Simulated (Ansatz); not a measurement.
The system is AlNi3.

```
Ni Al
1.0
     3.52305    0.00000    0.00000
     0.00000    3.52305    0.00000
     0.00000    0.00000    3.52305
Ni Al
3 1
Direct
  0.50000 0.50000 0.00000
  0.50000 0.00000 0.50000
  0.00000 0.50000 0.50000
  0.00000 0.00000 0.00000
```

The cell is a database's computed one.

Below is the output of Ansatz 0.2.0 for this cell. Logs are shortened: lines on timing, memory, paths and dates and some standing lists are left out, and cuts for length are marked.

```text
Warning: RAYON_NUM_THREADS=2 ignored (pool sized by the plan → 2); use --threads N
Engine: ansatz 0.2.0, aarch64-unknown-linux-gnu
Pseudopotentials: kind: paw
Pseudopotential: Ni, paw, valence charge 18, recommended cutoff 420 eV (normal), Ni.paw.azcp
Pseudopotential: Al, paw, valence charge 3, recommended cutoff 420 eV (normal), Al.paw.azcp
Functional definition: PBE
  parameter kappa = 0.804
  parameter beta = 0.06672455060314922
  exchange = pbe_x(kappa = kappa, mu = beta*pi^2/3)
  correlation = pbe_c(beta = beta)
Crystal: 4 atoms, lattice volume = 43.728 Å³
Basis set: ecut = 420 eV, 847 PW (Γ), exchange–correlation on 48×48×48 points (8 copies of the dense FFT grid, shifted against one another)
[... 66 lines left out ...]
  E_closure    = -0.000000  (closes the sum)
  Σ components = -18058.370726   (vs F -18058.370726, Δ=0.00e0)
--- Forces (eV/Å), atoms counted from 1 ---
  atom   1  Ni    -0.00000000     0.00000000     0.00000000
  atom   2  Ni     0.00000000     0.00000000     0.00000000
  atom   3  Ni     0.00000000     0.00000000     0.00000000
  atom   4  Al    -0.00000000     0.00000000     0.00000000
  max |Σ_I F_I| component: 1.82e-27 eV/Å
--- Stress (GPa, compression-positive) ---
        7.366527       0.000000       0.000000
        0.000000       7.366548       0.000000
        0.000000       0.000000       7.366515
  P = ⅓ Tr σ = 7.3665 GPa (73.665 kbar)
--- Band table (eV; the first three rows and the last of 64) ---
  k-point 0: bands = ["-86.7174", "-86.6841", "-86.6841", "-86.3876", "-86.3539", "-86.3539", "-47.1705", "-47.1705", "-47.1705", "-47.0841", "-47.0841", "-47.0841", "-47.0224", "-47.0224", "-47.0224", "-46.8515", "-46.8515", "-46.8515", "-46.7895", "-46.7895", "-46.7895", "-46.6724", "-46.6724", "-46.6724", "6.2166", "6.2487", "11.9425", "12.0181", "12.6491", "12.6492", "12.7961", "12.7961", "13.0114", "13.0114", "13.0114", "13.2960", "13.2960", "13.2960", "15.0371", "15.0371", "15.0371", "15.2602", "15.2602", "15.2602", "15.8920", "15.8920", "16.0627", "16.0628", "16.2192", "16.3997", "16.3997", "16.3998", "16.4943", "16.8385", "16.8385", "16.8385", "17.2637", "17.2637", "17.2637", "17.3022", "17.3022", "17.3022", "23.1597", "23.1597", "23.2503", "23.2503", "24.0264", "24.0737", "28.8901", "28.8901"]
  k-point 1: bands = ["-86.7154", "-86.6860", "-86.6841", "-86.3856", "-86.3559", "-86.3539", "-47.1650", "-47.1650", "-47.1612", "-47.0857", "-47.0857", "-47.0845", "-47.0326", "-47.0264", "-47.0264", "-46.8463", "-46.8463", "-46.8439", "-46.7911", "-46.7911", "-46.7899", "-46.6810", "-46.6761", "-46.6761", "6.5624", "6.5945", "12.0014", "12.0696", "12.4583", "12.5754", "12.8661", "13.0184", "13.0702", "13.0702", "13.0913", "13.3398", "13.3398", "13.3840", "14.8493", "14.8493", "14.9494", "15.0677", "15.0677", "15.1636", "15.6584", "15.8143", "15.8466", "15.8466", "15.8928", "16.0631", "16.0928", "16.1843", "16.1843", "16.2526", "16.3029", "16.3632", "16.4000", "16.8389", "18.2982", "18.2982", "18.3725", "18.3725", "23.1260", "23.2094", "23.7025", "23.7607", "25.4338", "25.4638", "27.2766", "27.2766"]
  k-point 2: bands = ["-86.7103", "-86.6911", "-86.6841", "-86.3805", "-86.3610", "-86.3539", "-47.1517", "-47.1517", "-47.1358", "-47.0907", "-47.0907", "-47.0852", "-47.0599", "-47.0347", "-47.0347", "-46.8338", "-46.8338", "-46.8256", "-46.7960", "-46.7960", "-46.7907", "-46.7012", "-46.6837", "-46.6837", "7.5636", "7.5955", "11.0379", "11.0458", "12.5980", "12.6965", "13.2142", "13.2142", "13.2797", "13.4045", "13.4354", "13.4354", "13.5713", "13.5978", "14.4770", "14.4770", "14.7451", "14.7466", "14.7466", "14.9060", "14.9325", "15.0792", "15.3744", "15.3744", "15.5167", "15.6574", "15.6818", "15.6984", "15.6984", "15.9080", "15.9508", "16.1507", "16.4006", "16.8395", "20.0100", "20.0100", "20.0775", "20.0775", "23.0399", "23.1053", "24.0676", "24.0963", "24.5550", "24.5550", "24.5890", "24.5890"]
  k-point 63: bands = ["-86.6951", "-86.6951", "-86.6950", "-86.3650", "-86.3650", "-86.3650", "-47.2123", "-47.1595", "-47.1595", "-47.1595", "-47.0332", "-47.0332", "-47.0332", "-47.0261", "-47.0261", "-46.8659", "-46.8659", "-46.8659", "-46.8397", "-46.7381", "-46.7380", "-46.7380", "-46.6503", "-46.6503", "10.6595", "10.6993", "12.3266", "12.3266", "12.3266", "12.5363", "12.5363", "12.5363", "14.2940", "14.2940", "14.2940", "14.3055", "14.3055", "14.3055", "14.3366", "14.3366", "14.3366", "14.5961", "14.5961", "14.5961", "15.1186", "15.1186", "15.1186", "15.2629", "15.2629", "15.2629", "15.3726", "15.3727", "15.5551", "15.5551", "16.1477", "16.1691", "16.2223", "16.2223", "16.2223", "16.5949", "16.5950", "16.5950", "20.0622", "20.1568", "20.5983", "20.5983", "20.5983", "20.8055", "20.8055", "20.8055"]
```

What input gives this log?

Single point with PBE, non-collinear spin, random start. The files as run (others can give the same):

input.yaml
```yaml
crystal:
  lattice:
    - [3.5230547267, 0.0, 0.0]
    - [0.0, 3.5230547267, 0.0]
    - [0.0, 0.0, 3.5230547267]
  atoms:
    - { symbol: Ni, position: [0.5, 0.5, 0.0], spin: 0.65, spin_axis: [-0.112, -0.24, -0.594] }
    - { symbol: Ni, position: [0.5, 0.0, 0.5], spin: 0.09, spin_axis: [-0.071, 0.038, 0.04] }
    - { symbol: Ni, position: [0.0, 0.5, 0.5], spin: 0.18, spin_axis: [-0.095, 0.119, -0.096] }
    - { symbol: Al, position: [0.0, 0.0, 0.0] }
hamiltonian:
  xc: pbe
  pseudopotentials: { kind: paw }
magnetization:
  noncollinear: true
  spin_orbit: false
kpoints:
  mp_grid: { grid: [6, 6, 6] }
scf:
  occupations: { method: fermi_dirac, width: 0.05 }
output:
  forces: true
  stress: true
  eigenvalues: true
```

Potentials or basis: Ansatz PAW.
The run is started by
```bash
$ ansatz run input.yaml --threads 2 --pin off --max-ram 5632MiB --backend cpu --events-out ev --progress --plain --runs-dir out
```

Caveat: the starting moments weren't kept.
